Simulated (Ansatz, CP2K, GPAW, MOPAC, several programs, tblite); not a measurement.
# CaS (Oldhamite): cheap methods against density-functional theory

Aim: run CaS (Oldhamite) through methods of unlike cost and see what each gets, and at what price.

The COD entry's cell or inner coordinates are ideal or old and differ from later refinements, so a difference from it is no clean test against experiment.

Computed with MOPAC, tblite, CP2K, GPAW, Ansatz (versions at each run) (no spin polarisation, static lattice; gaps from single points on the cell relaxed beforehand with r²SCAN, unless a step's input says otherwise).

### Step 1. Starting point

It takes space group Fm-3m (No. 225, cubic). Conventional cell: a = 5.696 Å, b = 5.696 Å, c = 5.696 Å, α = 90.00°, β = 90.00°, γ = 90.00°. Around Ca (site symmetry m-3m) lie 6 S at 2.85 Å. Around S (site symmetry m-3m) lie 6 Ca at 2.85 Å.

Coordinates:

```cif
data_structure
_symmetry_space_group_name_H-M 'P 1'
_symmetry_Int_Tables_number 1
_cell_length_a 4.0276
_cell_length_b 4.0276
_cell_length_c 4.0276
_cell_angle_alpha 60.000
_cell_angle_beta 60.000
_cell_angle_gamma 60.000
_cell_volume 46.20
loop_
_atom_site_label
_atom_site_type_symbol
_atom_site_fract_x
_atom_site_fract_y
_atom_site_fract_z
_atom_site_occupancy
Ca1 Ca 0.00000 0.00000 0.00000 1
S1 S 0.50000 0.50000 0.50000 1
```

**Question.** The methods are PM6, PM7, GFN1-xTB (tblite), GFN2-xTB (tblite), PBE/DZVP, PBE/single-zeta, PBE/SZV, coarse PBE, GLLB-SC, PBE, r2SCAN. What gap does r2SCAN give on this cell, and which other methods (full PBE left aside) come nearest to r2SCAN and farthest in gap, volume and bulk modulus?

| quantity | value |
| --- | --- |
| r2SCAN | gap 2.80 eV, 23.10 Å³/atom, B₀ 61 GPa |
| gap: nearest and farthest of the other methods | PBE/single-zeta (+0.04 eV), PM6 (+3.24 eV) |
| volume: nearest and farthest of the other methods | PBE/DZVP (+2.2 %), GFN2-xTB (tblite) (+4.9 %) |
| bulk modulus: nearest and farthest of the other methods | PBE/DZVP (-7 %), GFN2-xTB (tblite) (-56 %) |

What this shows: Among the 9 methods compared for the gap (full PBE left aside), PBE/single-zeta is nearest to r2SCAN and PM6 farthest. For the volume, of the 2 methods compared (full PBE left aside), PBE/DZVP comes nearest to r2SCAN and GFN2-xTB (tblite) is farthest. Among the 2 methods compared for the bulk modulus (full PBE left aside), PBE/DZVP is nearest to r2SCAN and GFN2-xTB (tblite) farthest. A minimal basis or a coarse cutoff and mesh shifts results by its own error, so closeness to r2SCAN can be chance. Cluster runs see only the k-points that fold onto the zone centre, so their gaps can miss the band edges. GLLB-SC is compared with its derivative discontinuity added. No volume is given for PM6, PM7, GFN1-xTB (tblite), PBE/single-zeta, PBE/SZV, coarse PBE, which can hide a larger miss. CPU times run from 0.5 s (coarse PBE) to 13 s (PBE/single-zeta). On this cell PM6, PM7, GFN1-xTB (tblite), GFN2-xTB (tblite), PBE/DZVP, PBE/single-zeta, PBE/SZV, GLLB-SC cost more than r2SCAN itself (2.8 s), so they are no saving here. GFN1-xTB (tblite) disagrees with r2SCAN even on whether there is a gap. r2SCAN is a yardstick, not the truth: it usually gives gaps below the measured ones.
